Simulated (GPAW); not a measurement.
Wanted: an ASE script for a GPAW 26.7.0 run.

```yaml
Task: band structure
Functional: PBEsol
Potentials_or_basis: PAW data sets generated in the run's folder for this functional
Cutoff: 600 eV
Basis: pw
k_mesh: 6 × 6 × 1
Occupations: fermi-dirac, width 0.05 eV
Spin: no spin polarisation
Maxiter: 150
Band_path: GMKGALHA,LM,KH
Band_points: 62
```

WS2, a slab with vacuum:

```
W S
1.0
     3.18312    0.00000    0.00000
    -1.59156    2.75666    0.00000
     0.00000    0.00000   35.18056
W S
4 8
Direct
  0.33333 0.66667 0.59232
  0.33333 0.66667 0.22340
  0.66667 0.33333 0.77660
  0.66667 0.33333 0.40768
  0.33333 0.66667 0.82115
  0.33333 0.66667 0.45202
  0.66667 0.33333 0.63662
  0.66667 0.33333 0.26774
  0.33333 0.66667 0.73226
  0.33333 0.66667 0.36338
  0.66667 0.33333 0.54798
  0.66667 0.33333 0.17885
```

One way to write it, as run:

run.py

```python
from ase import Atoms
from ase.dft.bandgap import bandgap
from ase.io import write
from ase.units import GPa
from gpaw import GPAW, PW, setup_paths

setup_paths.insert(0, '.')

atoms = Atoms(['W', 'W', 'W', 'W', 'S', 'S', 'S', 'S', 'S', 'S', 'S', 'S'],
              cell=[[3.1831225544, 0.0, 0.0],
                    [-1.5915612772, 2.7566649955, 0.0],
                    [0.0, 0.0, 35.1805582101]],
              scaled_positions=[[0.3333333333, 0.6666666667, 0.59231661],
                                [0.3333333333, 0.6666666667, 0.2234],
                                [0.6666666667, 0.3333333333, 0.7766],
                                [0.6666666667, 0.3333333333, 0.40768339],
                                [0.3333333333, 0.6666666667, 0.82114964],
                                [0.3333333333, 0.6666666667, 0.45202369],
                                [0.6666666667, 0.3333333333, 0.63662107],
                                [0.6666666667, 0.3333333333, 0.26774184],
                                [0.3333333333, 0.6666666667, 0.73225816],
                                [0.3333333333, 0.6666666667, 0.36337893],
                                [0.6666666667, 0.3333333333, 0.54797631],
                                [0.6666666667, 0.3333333333, 0.17885036]],
              pbc=True)

calc = GPAW(mode=PW(600),
            xc='PBEsol',
            kpts={'size': (6, 6, 1), 'gamma': True},
            occupations={'name': 'fermi-dirac', 'width': 0.05},
            nbands=87,
            convergence={'density': 1e-05, 'energy': 1e-05},
            maxiter=150,
            txt='gpaw.txt')
atoms.calc = calc
energy = atoms.get_potential_energy()
forces = atoms.get_forces()
stress = atoms.get_stress()
calc.write('gs.gpw')
write('result.traj', atoms)
print(f'Energy: {energy:.6f} eV')
print('Forces (eV/A):')
print(forces.round(4))
print('Stress (GPa):', (stress / GPa).round(3))
print('Fermi level:', round(calc.get_fermi_level(), 4), 'eV')
print(f'Gap: {bandgap(calc)[0]:.4f} eV, direct: {bandgap(calc, direct=True)[0]:.4f} eV')

path = atoms.cell.bandpath('GMKGALHA,LM,KH', npoints=62, eps=1e-4)
bs_calc = calc.fixed_density(kpts=path, symmetry='off', nbands=138,
                             convergence={'bands': 'CBM+6.0', 'eigenstates': 1e-6}, txt='bands.txt')
bs = bs_calc.band_structure()
bs.write('bs.json')
print(f'Gap on the path: {bandgap(bs_calc)[0]:.4f} eV')
```

Potentials or basis: PAW data sets generated in the run's folder for this functional, pw.

Command:

```sh
$ gpaw-setup -f PBEsol S W
$ OMP_NUM_THREADS=1 python run.py
```

It gave:

```
Largest force           : 0.254 eV/Å
Band gap on the k mesh  : 1.30 eV, indirect (least direct gap 1.74 eV)
Band gap along the path : 1.30 eV, indirect (least direct gap 1.74 eV)
```

Caveat: spin-orbit coupling is left out, which moves the levels of the heavy elements.

Run time: 23 min on 1 thread of Intel(R) Xeon(R) Processor @ 2.70GHz, with other jobs on the host, peak memory 2.2 GiB.
